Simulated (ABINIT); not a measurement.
Re:

```xyz
4
Lattice="2.7664 0.0000 0.0000 -1.3832 2.3958 0.0000 0.0000 0.0000 8.9388" Properties=species:S:1:pos:R:3 pbc="T T T"
Re    1.3832    0.7986    6.7041
Re    0.0000    0.0000    4.4694
Re    0.0000    1.5972    2.2347
Re    0.0000    0.0000    0.0000
```

Base run:

- Program: ABINIT 10.8.3 (patched build)
- Functional: SOGGA
- Potentials or basis: JTH PAW PBE v2.0
- Cutoff: 599 eV
- k mesh: 11 × 11 × 3
- Occupations: fermi-dirac, width 0.05 eV
- Spin: no spin polarisation

Its results: band gap on the k mesh none (metal or under the smearing width); pressure -9.7 GPa.

Task: After a change of settings the same cell gave: band gap on the k mesh none (metal or under the smearing width); pressure 5.5 GPa. Which change was it?
A. functional from SOGGA to revPBE
B. functional from SOGGA to AM05
C. functional from SOGGA to PW91
D. functional from SOGGA to BLYP

Result: A.

revPBE binds less tightly than SOGGA, so the same cell stands under more pressure.

Caveats: the PAW data sets were made with another functional, which shifts forces and pressure a little; spin-orbit coupling is left out, which moves the levels of the heavy elements.

Runs at the PBE level aren't shown here.
